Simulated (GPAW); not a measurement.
**Quasiparticle gap of GaN (F-43m) in GPAW**

How does a plane-wave GW calculation on GaN (F-43m) run from the first input to the gap?

Calculated with GPAW 26.7.0; PBE and many-body steps on it, plane waves.

**Experimental background.**

- Gap 3.23 eV: absorption onset (direct gap at Gamma) of unexcited film, from imaginary part of dielectric function; spectroscopic ellipsometry (steady-state reference of time-resolved measurement); 300 K; film on 3C-SiC/Si(001) (“Femtosecond pump-probe absorption edge spectroscopy of cubic GaN”, 2022, arxiv:2206.02223).

This is a report of a sequence of runs, with most program output left out.

## 1. Set-up

Symmetry: F-43m, No. 216, cubic system. Conventional cell: a = 4.507 Å, b = 4.507 Å, c = 4.507 Å, α = 90.00°, β = 90.00°, γ = 90.00°. Nearest to Ga lie 4 N at 1.95 Å. N has 4 Ga at 1.95 Å nearest. Farther neighbours and most contacts between anions are not listed.

The cell and positions are those that the Materials Project relaxed with its own functionals (PBE, PBE+U or r2SCAN), kept fixed. This is not the form that GaN usually takes at ambient conditions.

## 2. Ground state

This step: GPAW 26.7.0; DFT, PBE, plane waves, PAW.

The ground-state density comes first.

The input, run.py:

```python
import json
import numpy as np
from gpaw.mpi import world
from ase import Atoms
from gpaw import GPAW, PW, FermiDirac

atoms = Atoms(['Ga', 'N'],
    cell=[[0.0000000000, 2.2535006075, 2.2535006075],
      [2.2535006075, 0.0000000000, 2.2535006075],
      [2.2535006075, 2.2535006075, 0.0000000000]],
    scaled_positions=[[0.0000000000, 0.0000000000, 0.0000000000],
      [0.7500000000, 0.7500000000, 0.7500000000]],
    pbc=(True, True, True))
calc = GPAW(mode=PW(600),
    xc='PBE',
    kpts={'size': (10, 10, 10), 'gamma': True},
    occupations=FermiDirac(0.001),
    nbands=-7,
    convergence={'density': 1e-6, 'bands': -3},
    maxiter=100,
    txt='gs.txt')
atoms.calc = calc
res = {'energy': atoms.get_potential_energy()}
kpts = calc.get_ibz_k_points()
res['kpts'] = kpts
res['eigenvalues'] = [calc.get_eigenvalues(kpt=k) for k in range(len(kpts))]
res['n_electrons'] = calc.get_number_of_electrons()
calc.write('gs.gpw')

if world.rank == 0:
    with open('result.json', 'w') as f:
        json.dump(res, f, default=lambda x: x.tolist())
```

Launch:

```sh
$ mpirun -n 4 gpaw python run.py
```

Wall time 4.8 s (4 MPI ranks of Arm Neoverse V1, shared host); peak memory 0.59 GiB; 19 s of CPU time.

Numbers from this step:

| Quantity | Value |
| --- | --- |
| total energy | -11.92 eV |
| gap | 1.804 eV |
| k of the valence top | 0, 0, 0 |
| k of the conduction bottom | 0, 0, 0 |
| least direct gap | 1.804 eV |

The gap is direct, at Γ.

## 3. Bands along the symmetry lines

Levels along a band path, at the cheap level, show where the edges lie and whether the meshes to come will hold them.

The input, run.py:

```python
import json
import numpy as np
from gpaw.mpi import world
from gpaw import GPAW

path = [[0.000000, 0.000000, 0.000000],
    [-0.062500, -0.062500, 0.000000],
    [-0.125000, -0.125000, 0.000000],
    [-0.187500, -0.187500, 0.000000],
    [-0.250000, -0.250000, 0.000000],
    [-0.312500, -0.312500, 0.000000],
    [-0.375000, -0.375000, 0.000000],
    [-0.437500, -0.437500, 0.000000],
    [-0.500000, -0.500000, 0.000000],
    [-0.484375, -0.484375, 0.031250],
    [-0.468750, -0.468750, 0.062500],
    [-0.453125, -0.453125, 0.093750],
    [-0.437500, -0.437500, 0.125000],
    [-0.421875, -0.421875, 0.156250],
    [-0.406250, -0.406250, 0.187500],
    [-0.390625, -0.390625, 0.218750],
    [-0.375000, -0.375000, 0.250000],
    [-0.375000, 0.000000, 0.375000],
    [-0.328125, 0.000000, 0.328125],
    [-0.281250, 0.000000, 0.281250],
    [-0.234375, 0.000000, 0.234375],
    [-0.187500, 0.000000, 0.187500],
    [-0.140625, 0.000000, 0.140625],
    [-0.093750, 0.000000, 0.093750],
    [-0.046875, 0.000000, 0.046875],
    [0.000000, 0.000000, 0.000000],
    [0.000000, 0.000000, 0.062500],
    [0.000000, 0.000000, 0.125000],
    [0.000000, 0.000000, 0.187500],
    [0.000000, 0.000000, 0.250000],
    [0.000000, 0.000000, 0.312500],
    [0.000000, 0.000000, 0.375000],
    [0.000000, 0.000000, 0.437500],
    [0.000000, 0.000000, 0.500000],
    [-0.062500, -0.031250, 0.468750],
    [-0.125000, -0.062500, 0.437500],
    [-0.187500, -0.093750, 0.406250],
    [-0.250000, -0.125000, 0.375000],
    [-0.312500, -0.156250, 0.343750],
    [-0.375000, -0.187500, 0.312500],
    [-0.437500, -0.218750, 0.281250],
    [-0.500000, -0.250000, 0.250000],
    [-0.500000, -0.281250, 0.218750],
    [-0.500000, -0.312500, 0.187500],
    [-0.500000, -0.343750, 0.156250],
    [-0.500000, -0.375000, 0.125000],
    [-0.500000, -0.406250, 0.093750],
    [-0.500000, -0.437500, 0.062500],
    [-0.500000, -0.468750, 0.031250],
    [-0.500000, -0.500000, 0.000000]]
calc = GPAW('gs.gpw').fixed_density(kpts=path,
    symmetry='off',
    nbands=14,
    convergence={'bands': 10},
    txt='bands.txt')
res = {}
kpts = calc.get_ibz_k_points()
res['kpts'] = kpts
res['eigenvalues'] = [calc.get_eigenvalues(kpt=k) for k in range(len(kpts))]
res['n_electrons'] = calc.get_number_of_electrons()

if world.rank == 0:
    with open('result.json', 'w') as f:
        json.dump(res, f, default=lambda x: x.tolist())
```

Launch:

```sh
$ mpirun -n 4 gpaw python run.py
```

Run time: 4.1 s. Hardware: 4 MPI ranks; peak memory 0.61 GiB.

This step gave:

```
gap                        : 1.804 eV
k of the valence top       : 0, 0, 0
k of the conduction bottom : 0, 0, 0
least direct gap           : 1.804 eV
```

The gap is 1.804 eV, as in the run before at this level.

Electronic bands along the path, in eV, zero at the top of the highest filled band; v1 is the highest filled band, c1 the lowest empty one:

| point | v4 | v3 | v2 | v1 | c1 | c2 | c3 | c4 |
| --- | --- | --- | --- | --- | --- | --- | --- | --- |
| Γ | -15.89 | 0.00 | 0.00 | 0.00 | 1.80 | 10.39 | 10.39 | 10.39 |
| halfway | -14.69 | -3.55 | -1.49 | -1.49 | 4.66 | 7.49 | 11.58 | 12.08 |
| X | -12.88 | -6.18 | -2.66 | -2.66 | 3.38 | 6.75 | 11.79 | 13.99 |
| halfway | -12.86 | -6.06 | -3.32 | -2.52 | 3.98 | 7.21 | 11.65 | 13.63 |
| U | -12.88 | -5.83 | -4.26 | -2.15 | 5.05 | 7.98 | 11.14 | 12.89 |
| jump to K | -12.88 | -5.83 | -4.26 | -2.15 | 5.05 | 7.98 | 11.14 | 12.89 |
| halfway | -14.58 | -4.30 | -2.13 | -0.53 | 5.31 | 8.59 | 9.70 | 11.21 |
| Γ | -15.89 | 0.00 | 0.00 | 0.00 | 1.80 | 10.39 | 10.39 | 10.39 |
| halfway | -14.99 | -3.95 | -0.52 | -0.52 | 4.15 | 8.89 | 10.84 | 10.84 |
| L | -13.62 | -6.99 | -0.96 | -0.96 | 4.72 | 8.82 | 10.41 | 10.41 |
| halfway | -13.24 | -6.37 | -3.02 | -1.76 | 6.72 | 7.10 | 10.18 | 11.74 |
| W | -12.78 | -5.63 | -3.76 | -3.58 | 6.30 | 8.52 | 10.34 | 11.15 |
| halfway | -12.84 | -5.95 | -3.18 | -3.16 | 4.63 | 7.58 | 11.53 | 12.33 |
| X | -12.88 | -6.18 | -2.66 | -2.66 | 3.38 | 6.75 | 11.79 | 13.99 |

## 4. Empty states on the mesh, 6×6×6 mesh, 350 bands

The sums over transitions need many empty states on a uniform mesh; this step solves for them.

The input, run.py:

```python
import json
import numpy as np
from gpaw.mpi import world
from gpaw import GPAW

calc = GPAW('gs.gpw').fixed_density(kpts={'size': (6, 6, 6), 'gamma': True},
    parallel={'domain': 1, 'band': 1},
    txt='nscf.txt')
calc.diagonalize_full_hamiltonian(nbands=350)
calc.write('full.gpw', mode='all')
res = {}
kpts = calc.get_ibz_k_points()
res['kpts'] = kpts
res['eigenvalues'] = [calc.get_eigenvalues(kpt=k) for k in range(len(kpts))]
res['n_electrons'] = calc.get_number_of_electrons()

if world.rank == 0:
    with open('result.json', 'w') as f:
        json.dump(res, f, default=lambda x: x.tolist())
```

Launch:

```sh
$ mpirun -n 4 gpaw python run.py
```

Run time: 6.1 s. Hardware: 4 MPI ranks; peak memory 0.83 GiB.

This step gave:

```yaml
gap: 1.804 eV
k_of_the_valence_top: 0, 0, 0
k_of_the_conduction_bottom: 0, 0, 0
least_direct_gap: 1.804 eV
k_points_computed: 16
lowest_point_of_the_top_converged_band_above_the_valence_top: 338.2074 eV
```

On this mesh the gap is 1.804 eV.

## 5. Screening and self-energy, 6×6×6 mesh, 158 bands, screening to 210 eV

G0W0 replaces the xc potential by the self-energy, built once from these orbitals. Only a window of levels is corrected, while the sums run over the empty bands that the input names.

This step: G0W0 on PBE, plane waves, PAW.

The input, run.py:

```python
import json
import numpy as np
from gpaw.mpi import world
from gpaw.response.g0w0 import G0W0

gw = G0W0('full.gpw',
    filename='gw',
    kpts=[0],
    bands=(2, 6),
    ecut=210,
    nbands=158,
    integrate_gamma='WS',
    ppa=True)
gw.calculate()
res = {mode: {k: v for k, v in r.items() if k != 'sigma_eskwn'}
       for mode, r in gw.all_results.items()}

if world.rank == 0:
    with open('result.json', 'w') as f:
        json.dump(res, f, default=lambda x: x.tolist())
```

Launch:

```sh
$ mpirun -n 4 gpaw python run.py
```

The job ended after 82 s (4 MPI ranks; peak memory 1 GiB).

Numbers from this step:

- G0W0 gap on the points computed: 3.279 eV
- least direct G0W0 gap on the computed points: 3.279 eV
- Z at the valence top: 0.7793
- Z at the conduction bottom: 0.8121
- starting gap on the mesh: 1.804 eV
- k of the valence top: 0, 0, 0
- k of the conduction bottom: 0, 0, 0

The gap on the mesh goes from 1.80 eV to 3.28 eV, a correction of +1.47 eV.

Limits: finite bands, cutoff and mesh; no spin-orbit coupling. v1 is the top filled band, c1 the lowest empty one. The levels before and after the correction (eV, zero at the valence-band top of each column):

|  | conduction bottom | valence top |
| --- | --- | --- |
| Kohn-Sham | 1.80 | 0.00 |
| G0W0 | 3.28 | 0.00 |

|  | level | energy (eV) |
| --- | --- | --- |
| Kohn-Sham | Γ v2-v1 | 0.000 |
| Kohn-Sham | Γ c1 | 1.804 |
| Kohn-Sham | Γ c2 | 10.393 |
| G0W0 | Γ v2-v1 | 0.000 |
| G0W0 | Γ c1 | 3.279 |
| G0W0 | Γ c2 | 12.151 |

## 6. Where the time went

Times are wall times on 4 MPI ranks of Arm Neoverse V1, shared host, good to a factor of about two.

| step | time | share | memory (GiB) |
| --- | --- | --- | --- |
| ground state | 4.8 s | 5 % | 0.59 |
| bands along the symmetry lines | 4.1 s | 4 % | 0.61 |
| empty states on the mesh | 6.1 s | 6 % | 0.83 |
| screening and self-energy | 82 s | 85 % | 1.0 |

## 7. Summary of results

| Property | Result |
| --- | --- |
| PBE gap | 1.80 eV, direct |
| G0W0 gap on the mesh | 3.28 eV |
| GW settings | 6×6×6 mesh, 158 bands, screening to 210 eV, Godby-Needs plasmon pole |
| known limits | not at the basis limit; no spin-orbit coupling |

In words: G0W0 moves the gap on the mesh from 1.80 eV to 3.28 eV (+1.47 eV), with Z of 0.78 and 0.81 at the edges. Only 1 of the mesh's irreducible points was corrected, so a valley elsewhere could overtake. The dearest step here is «screening and self-energy». Against experiment, by G0W0@PBE: the direct gap of 3.28 eV lies +0.05 eV from the measured 3.23 eV (exciton, 300 K, on 3C-SiC/Si(001), 2022). An exciton line or allowed optical edge lies below the quasiparticle gap by the binding energy; a forbidden edge can push the onset above it. The calculation has static nuclei and no excitons; a measured gap holds zero-point and thermal motion, which mostly lowers it. Bands and cutoff are finite, so the gap is not at the basis limit. The miss can reach some tenths of an eV and take either sign; the mesh is an error of its own. These stock PAW sets were not made for GW; the filled d or f shell of Ga lies in the frozen core, which bears on start and correction. In the G0W0 run levels were corrected at 1 k point alone, so a gap called «on the mesh» is the least over those, and an edge elsewhere would be missed. The many-body steps are scalar-relativistic: spin-orbit coupling is not in them.

[Paths, hosts, dates, memory and timing lines, banners, echoed tables and standing remarks are left out of the program output.]

[Logs are printed without paths, hosts, clocks, repeated set-up lines and the standing remarks that a program may print on its own settings, such as how far it seeks lower states.]

[Runs of the session that timed out or met a known fault of the program may be left out.]

[Hosts, paths, dates, database ids (printed as entryN), source tags and the programs' standing remarks are cut or masked in the printed files.]
